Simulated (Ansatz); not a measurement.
# InGaAs2: the cell at several levels of theory

The task here is to estimate one member of a computed series from the others.

Code: Ansatz 0.2.0. PAW datasets, plane waves, zero pressure. Calculated at 0 K for a non-magnetic cell.

### The system as given

It is tetragonal, P-4m2 (No. 115); conventional cell a = 4.225 Å, c = 5.962 Å, 26.61 Å³ an atom. Near In stand 4 As at 2.65 Å; near Ga stand 4 As at 2.52 Å; near As stand 2 Ga at 2.52 Å and 2 In at 2.65 Å.

Coordinates:

```cif
data_structure
_symmetry_space_group_name_H-M 'P-4m2'
_symmetry_Int_Tables_number 115
_cell_length_a 4.2250
_cell_length_b 4.2250
_cell_length_c 5.9621
_cell_angle_alpha 90.000
_cell_angle_beta 90.000
_cell_angle_gamma 90.000
_cell_volume 106.43
loop_
_atom_site_label
_atom_site_type_symbol
_atom_site_symmetry_multiplicity
_atom_site_Wyckoff_symbol
_atom_site_fract_x
_atom_site_fract_y
_atom_site_fract_z
_atom_site_occupancy
In1 In 1 d 0.00000 0.00000 0.50000 1
Ga1 Ga 1 b 0.50000 0.50000 0.00000 1
As1 As 2 g 0.50000 0.00000 0.76848 1
```

The first run:

File input.yaml:

```yaml
crystal:
  lattice:
    - [4.2250012014, 0.0, 0.0]
    - [0.0, 4.2250012014, 0.0]
    - [0.0, 0.0, 5.962148]
  atoms:
    - { symbol: In, position: [0.0, 0.0, 0.5] }
    - { symbol: Ga, position: [0.5, 0.5, 0.0] }
    - { symbol: As, position: [0.5, 0.0, 0.768475] }
    - { symbol: As, position: [0.0, 0.5, 0.231525] }
kpoints:
  mp_grid: { grid: [6, 6, 4] }
hamiltonian:
  xc: pbe
scf:
  occupations: { method: fermi_dirac, width: 0.02 }
relax:
  f_tol: 0.005
  cell: {}
```

Command:

```sh
> ansatz run input.yaml --threads 2 --pin off --max-ram 2211MiB --backend cpu --events-out ev --progress --plain --runs-dir out
```

Among the steps run: PBE: cell and atoms; Relaxation with r2SCAN; PBEsol: cell and atoms; LDA: cell and atoms; Relaxation with HSE06.

One table of the session follows, with a row left open; its other results are not shown here.

```
 level  a (Å)  c (Å)  volume (Å³/atom)
   PBE      ?      ?                 ?
r2SCAN  4.156  5.914            25.535
PBEsol  4.150  5.894            25.377
   LDA  4.108  5.834            24.616
 HSE06  4.181  5.866            25.634
```

**Question.** Estimate the row for PBE.

**Answer.** a (Å): 4.215; c (Å): 5.990; volume (Å³/atom): 26.604. In the column «a (Å)» it is the highest.

In words: The first relaxation changed the volume by -0.0 % from the start. The volume runs from LDA (least) to PBE (most), a spread of 8.1 %, or 2.6 % in length if all axes shared it alike. The meshes differ: PBE 6×6×4, r2SCAN 6×6×4, PBEsol 6×6×4, LDA 6×6×4, HSE06 4×4×4.
